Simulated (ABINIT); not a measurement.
# Ti (P6_3/mmc) in ABINIT: settings compared

One crystal, Ti, is run at these levels: LDA, rPW86PBE; tasks: equation of state.

All numbers are computed with ABINIT 10.8.3 (patched build); they aren't measurements. Logs are shortened: lines on timing, memory, paths and dates and some standing lists are left out, and cuts for length are marked. The log counts tension as positive stress, the text compression.

## (1) The crystal as given

Symmetry: P6_3/mmc, No. 194, hexagonal system. The conventional cell has a = 2.950 Å, b = 2.950 Å, c = 4.680 Å, α = 90.00°, β = 90.00°, γ = 120.00°. Ti (site symmetry -6m2) is surrounded by 12 Ti at 2.89 to 2.95 Å.

## (2) Equation of state, LDA

run.abi reads:

```
# Datasets: one volume each
ndtset 7
getwfk -1
scalecart1 3*0.9795861087
scalecart2 3*0.9864848297
scalecart3 3*0.9932883884
scalecart4 3*1.0000000000
scalecart5 3*1.0066227096
scalecart6 3*1.0131594038
scalecart7 3*1.0196128224

# Pseudopotentials
pp_dirpath "./"
pseudos "Ti.LDA_PW-JTH.xml"

# Structure
acell 3*1.0 Angstrom
rprim
     2.9500000000     0.0000000000     0.0000000000
    -1.4750000000     2.5547749412     0.0000000000
     0.0000000000     0.0000000000     4.6800000000
ntypat 1
znucl 22
natom 2
typat 1 1
xred
     0.6666666667     0.3333333333     0.7500000000
     0.3333333333     0.6666666667     0.2500000000

# Plane-wave basis
ecut 15.0
pawecutdg 30.0

# k points
kptopt 1
ngkpt 10 10 6
nshiftk 1
shiftk 0.0 0.0 0.0

# Exchange and correlation
ixc 7

# Bands and occupations
nband 16
occopt 3
tsmear 0.00183747

# SCF cycle
nstep 100
tolvrs 1.0e-9

# Output
iomode 3
prtwf 1
prtden 0
prteig 0
prtebands 0
enunit 2
```

Potentials or basis: JTH PAW LDA v2.0.

On the command line:

```console
> abinit run.abi > log 2>&1
```

run.abo:

```text
.Version 10.8.3 of ABINIT
 DATASET    1 : space group P6_3/m m c (#194); Bravais hP (primitive hexag.)
================================================================================
 Values of the parameters that define the memory need for DATASET  1.
     intxc =       0    ionmov =       0      iscf =      17    lmnmax =      18
     lnmax =       6     mgfft =      32  mpssoang =       3    mqgrid =    3001
     natom =       2  nloc_mem =       2    nspden =       1   nspinor =       1
    nsppol =       1      nsym =      24    n1xccc =       1    ntypat =       1
    occopt =       3   xclevel =       1
       mpw =         634          nfft =       12800          nkpt =          56
 PAW method is used; the additional fine FFT grid is defined by:
   mgfftf=        45    nfftf =     40500
================================================================================
================================================================================
[... 71 lines left out ...]
 DATASET    7 : space group P6_3/m m c (#194); Bravais hP (primitive hexag.)
================================================================================
 Values of the parameters that define the memory need for DATASET  7.
     intxc =       0    ionmov =       0      iscf =      17    lmnmax =      18
     lnmax =       6     mgfft =      32  mpssoang =       3    mqgrid =    3001
     natom =       2  nloc_mem =       2    nspden =       1   nspinor =       1
    nsppol =       1      nsym =      24    n1xccc =       1    ntypat =       1
    occopt =       3   xclevel =       1
       mpw =         715          nfft =       12800          nkpt =          56
 PAW method is used; the additional fine FFT grid is defined by:
   mgfftf=        48    nfftf =     43200
================================================================================
================================================================================

--------------------------------------------------------------------------------
------------- Echo of variables that govern the present computation ------------
--------------------------------------------------------------------------------
 -outvars: echo values of preprocessed input variables --------
            acell      1.8897261259E+00  1.8897261259E+00  1.8897261259E+00 Bohr
              amu      4.78800000E+01
             ecut      1.50000000E+01 Hartree
           enunit           2
           getwfk          -1
                       outvar_i_n : Printing only first  50 k-points.
              ixc           7
           jdtset        1    2    3    4    5    6    7
                       outvar_i_n : Printing only first  50 k-points.
         kptrlatt       10    0    0      0   10    0      0    0    6
          kptrlen1     5.19802769E+01
          kptrlen2     5.23463472E+01
          kptrlen3     5.27073679E+01
          kptrlen4     5.30635096E+01
          kptrlen5     5.34149338E+01
          kptrlen6     5.37617938E+01
          kptrlen7     5.41042348E+01
[... 74 lines left out ...]
            xcart7     2.8420137585E+00  1.6408374085E+00  6.7630293507E+00
                      -3.1160768724E-16  3.2816748170E+00  2.2543431169E+00
             xred      6.6666666667E-01  3.3333333333E-01  7.5000000000E-01
                       3.3333333333E-01  6.6666666667E-01  2.5000000000E-01
            znucl       22.00000

================================================================================

 chkinp: Checking input parameters for consistency, jdtset=   1.

 chkinp: Checking input parameters for consistency, jdtset=   2.
[... 40 lines left out ...]
 getcut: wavevector=  0.0000  0.0000  0.0000  ngfft=  30  30  45
         ecut(hartree)=     30.000   => boxcut(ratio)=   2.05987

--- Pseudopotential description ------------------------------------------------
- pspini: atom type   1  psp file is ./Ti.LDA_PW-JTH.xml
 Pseudopotential format is: paw10
 basis_size (lnmax)=  6 (lmn_size= 18), orbitals=   0   0   1   1   2   2
 Spheres core radius: rc_sph= 2.30802695
 Shapefunction is BESSEL type: shapef(r,l)=aa(1,l)*jl(q(1,l)*r)+aa(2,l)*jl(q(2,l)*r)
 Radius for shape functions =  2.01037111
 Compensation charge density is not taken into account in XC energy/potential

   1.19384070E+03                                ecore*ucvol(ha*bohr**3)
--------------------------------------------------------------------------------

[... 1283 lines left out ...]
-Cartesian components of stress tensor (GPa)         [Pressure= -1.4209E+01 GPa]
- sigma(1 1)=  1.39837829E+01  sigma(3 2)=  0.00000000E+00
- sigma(2 2)=  1.39837829E+01  sigma(3 1)=  0.00000000E+00
- sigma(3 3)=  1.46588563E+01  sigma(2 1)=  0.00000000E+00

== END DATASET(S) ==============================================================
================================================================================

 -outvars: echo values of variables after computation  --------
            acell      1.8897261259E+00  1.8897261259E+00  1.8897261259E+00 Bohr
           etotal1    -1.1745452981E+02
           etotal2    -1.1745381998E+02
           etotal3    -1.1745275410E+02
           etotal4    -1.1745136549E+02
           etotal5    -1.1744968514E+02
           etotal6    -1.1744774027E+02
           etotal7    -1.1744555532E+02
            fcart1     4.3144325855E-29  2.4909388146E-29  1.3036220625E-22
                      -4.3144325855E-29 -2.4909388146E-29 -1.3036220625E-22
            fcart2     1.2240744975E-29  7.0671974061E-30 -1.2945055261E-22
                      -1.2240744975E-29 -7.0671974061E-30  1.2945055261E-22
            fcart3    -0.0000000000E+00 -0.0000000000E+00  3.2140969288E-23
                      -0.0000000000E+00 -0.0000000000E+00 -3.2140969288E-23
            fcart4    -2.4150618444E-29 -1.3943366059E-29 -0.0000000000E+00
                       2.4150618444E-29  1.3943366059E-29 -0.0000000000E+00
            fcart5     1.1995864097E-29 -2.0777446097E-29 -1.2686084382E-22
                      -1.1995864097E-29  2.0777446097E-29  1.2686084382E-22
[... 38 lines left out ...]
                       0.0000000000E+00  0.0000000000E+00  0.0000000000E+00
           xangst1     1.4448895103E+00  8.3420734775E-01  3.4383472415E+00
                       5.6535223156E-17  1.6684146955E+00  1.1461157472E+00
           xangst2     1.4550651238E+00  8.4008224093E-01  3.4625617522E+00
                       1.4732228187E-17  1.6801644819E+00  1.1541872507E+00
           xangst3     1.4651003729E+00  8.4587609469E-01  3.4864422433E+00
                      -1.1135925874E-16  1.6917521894E+00  1.1621474144E+00
           xangst4     1.4750000000E+00  8.5159164707E-01  3.5100000000E+00
                       9.5680578601E-18  1.7031832941E+00  1.1700000000E+00
           xangst5     1.4847684967E+00  8.5723149124E-01  3.5332457107E+00
                       7.0375088816E-18  1.7144629825E+00  1.1777485702E+00
           xangst6     1.4944101206E+00  8.6279808542E-01  3.5561895073E+00
                       4.3706808089E-17  1.7255961708E+00  1.1853965024E+00
           xangst7     1.5039289130E+00  8.6829376280E-01  3.5788410066E+00
                      -1.6489568672E-16  1.7365875256E+00  1.1929470022E+00
             xred      6.6666666667E-01  3.3333333333E-01  7.5000000000E-01
                       3.3333333333E-01  6.6666666667E-01  2.5000000000E-01
 Calculation completed.
```

Wall time 68 s (1 thread of Arm Neoverse V2, shared host); peak memory 0.12 GiB.

Results:

| Property | Result |
| --- | --- |
| Equilibrium volume | 16.14 Å³/atom (rough: see the caveat) |
| Bulk modulus at fixed shape and positions | 126 GPa (rough) |

Energy against volume, from the lowest point:
```
volume (Å³/atom)  energy (meV/atom)
          16.577               0.00
          16.930               9.66
          17.283              24.16
          17.636              43.05
          17.988              65.92
          18.341              92.38
          18.694             122.10
```

Caveat: pressures at fixed basis lie under the slope of the energies; the minimum lies outside the volumes run; the cell was scaled at fixed shape and fractional positions, which overstates the stiffness of a crystal with free parameters, most of all of layers and chains.

## (3) Equation of state, LDA

Edit run.abi of step 2 so:

```diff
@@ -13,3 +13,3 @@
 pp_dirpath "./"
-pseudos "Ti.LDA_PW-JTH.xml"
+pseudos "Ti.hgh"
 
@@ -30,4 +30,3 @@
 # Plane-wave basis
-ecut 15.0
-pawecutdg 30.0
+ecut 22.0
 
@@ -43,5 +42,5 @@
 # Bands and occupations
-nband 16
+nband 8
 occopt 3
-tsmear 0.00183747
+tsmear 0.05 eV
 
@@ -49,3 +48,3 @@
 nstep 100
-tolvrs 1.0e-9
+tolvrs 1.0e-10
 
@@ -57,2 +56 @@
 prtebands 0
-enunit 2
```

Potentials or basis: HGH LDA.

On the command line:

```console
> abinit run.abi > log 2>&1
```

Wall time 71 s (1 thread of Arm Neoverse V2, shared host); peak memory 0.11 GiB.

Results (log left out):

```yaml
Equilibrium_volume: "15.58 Å³/atom (rough: see the caveat)"
Bulk_modulus_at_fixed_shape_and_positions: 103 GPa (rough)
```

Energy against volume, from the lowest point:
| volume (Å³/atom) | energy (meV/atom) |
| --- | --- |
| 16.577 | 0.00 |
| 16.930 | 16.26 |
| 17.283 | 33.75 |
| 17.636 | 58.92 |
| 17.988 | 84.99 |
| 18.341 | 114.39 |
| 18.694 | 147.93 |

Caveat: the cutoff is too short for stress, so the log's stress isn't used; pressures at fixed basis lie under the slope of the energies; the fit is doubtful: noisy points or a state that changes with volume; the minimum lies outside the volumes run; the cell was scaled at fixed shape and fractional positions, which overstates the stiffness of a crystal with free parameters, most of all of layers and chains; HGH potentials are hard and often keep d shells in the core, so these values are rough.

## (4) Equation of state, rPW86PBE

run.abi reads:

```
# Datasets: one volume each
ndtset 7
getwfk -1
scalecart1 3*0.9795861087
scalecart2 3*0.9864848297
scalecart3 3*0.9932883884
scalecart4 3*1.0000000000
scalecart5 3*1.0066227096
scalecart6 3*1.0131594038
scalecart7 3*1.0196128224

# Pseudopotentials
pp_dirpath "./"
pseudos "Ti.GGA_PBE-JTH.xml"

# Structure
acell 3*1.0
rprim
     5.5746920676     0.0000000000     0.0000000000
    -2.7873460338     4.8278249489     0.0000000000
     0.0000000000     0.0000000000     8.8439182632
ntypat 1
znucl 22
natom 2
typat 1 1
xred
     0.6666666667     0.3333333333     0.7500000000
     0.3333333333     0.6666666667     0.2500000000

# Plane-wave basis
ecut 15.0
pawecutdg 30.0

# k points
kptopt 1
ngkpt 10 10 6
nshiftk 1
shiftk 0.0 0.0 0.0

# Exchange and correlation
ixc -144130

# Bands and occupations
nband 16
occopt 3
tsmear 0.00183747

# SCF cycle
nstep 100
tolvrs 1.0e-9

# Output
iomode 3
prtwf 1
prtden 0
prteig 0
prtebands 0
enunit 1
```

Potentials or basis: JTH PAW PBE v2.0.

On the command line:

```console
> abinit run.abi > log 2>&1
```

Run time: 98 s. Hardware: 1 thread of Arm Neoverse V2, shared host; peak memory 0.14 GiB.

It converged, with:

| Property | Result |
| --- | --- |
| Equilibrium volume | 17.81 Å³/atom |
| Bulk modulus at fixed shape and positions | 109 GPa |
| Pressure derivative of the bulk modulus | 3.5 |

Energy against volume, from the lowest point:
```
volume (Å³/atom)  energy (meV/atom)
          16.577              31.75
          16.930              15.38
          17.283               4.98
          17.636               0.00
          17.988               0.00
          18.341               4.57
          18.694              13.28
```

Caveat: pressures at fixed basis lie under the slope of the energies; the cell was scaled at fixed shape and fractional positions, which overstates the stiffness of a crystal with free parameters, most of all of layers and chains; the PAW data sets were made with another functional, which shifts forces and pressure a little.
